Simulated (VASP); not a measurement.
Crystal: Au.

```
Au
1.0
     0.00000    2.03500    2.03500
     2.03500    0.00000    2.03500
     2.03500    2.03500    0.00000
Au
1
Direct
  0.00000 0.00000 0.00000
```

* Program: VASP 6.6.1
* Task: relaxation of cell and atoms
* Functional: BEEF-vdW
* Potentials or basis: VASP PAW PBE potentials, release 64 (Au)
* Cutoff: 600 eV
* k mesh: 11 × 11 × 11
* Occupations: fermi-dirac, width 0.05 eV
* Spin: no spin polarisation

At the start: pressure 15.5 GPa; volume 16.85 Å³/atom.

Q: How do energy, volume and symmetry change on relaxing?

A: Over 4 steps the energy falls by 74.9 meV/atom and the volume is 18.60 Å³/atom (+10.4 %); space group Fm-3m (No. 225, to 0.05 Å).

Step by step:
```
step  energy change (eV)  largest force (eV/Å)  pressure (GPa)  volume (Å³)
   1              0.0000                0.0000           15.50        16.85
   2              0.0217                0.0000          -10.31        21.15
   3             -0.0748                0.0000           -0.30        18.64
   4             -0.0749                0.0000           -0.08        18.60
```

Final structure:
```yaml
crystal:
  lattice:
    - [0.00000, 2.10296, 2.10296]
    - [2.10296, 0.00000, 2.10296]
    - [2.10296, 2.10296, 0.00000]
  atoms:
    - { symbol: Au, position: [0.00000, 0.00000, 0.00000] }
```

Caveat: the PAW data sets were made with another functional, which shifts forces and pressure a little; the volume moved by +10 % from the deposited cell, more than functionals usually miss.
